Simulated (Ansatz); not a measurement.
Runs of Ansatz 0.2.0 on CsBr. It takes space group Pm-3m (No. 221, cubic). The conventional cell has a = 4.326 Å, b = 4.326 Å, c = 4.326 Å, α = 90.00°, β = 90.00°, γ = 90.00°. Cs (site symmetry m-3m) is surrounded by 8 Br at 3.75 Å. Around Br (site symmetry m-3m) lie 8 Cs at 3.75 Å. The cell comes from a database or a generator and needn't be the stable form of this composition.

| task | level | cutoff (eV) | points for each segment of the path | gap on the mesh (eV) | pressure (GPa) |
| --- | --- | --- | --- | --- | --- |
| band structure | PBE | 420 | 14 | 4.42 | 0.6 |
| band structure | r2SCAN | 500 | 14 | 5.18 | 0.0 |
| band structure | LDA | 420 | 14 | (b) | (a) |
| band structure | PBEsol | 420 | 14 | 4.23 | -0.8 |

Alike in all rows: potentials or basis Ansatz PAW; no spin polarisation; cell as given; k mesh 6 × 6 × 6; smearing fermi-dirac 0.05 eV.

Problem. Fill in the values left out.

Solution. (a) -2.0; (b) 4.03.

Caveats: spin-orbit coupling is left out, which moves the levels of the heavy elements; the PAW data sets come from PBE, with cores solved anew for the run's functional, which leaves a small shift of forces and pressure (some runs).

A k mesh can miss the band edges, and the runs leave out spin-orbit coupling on Br, Cs.
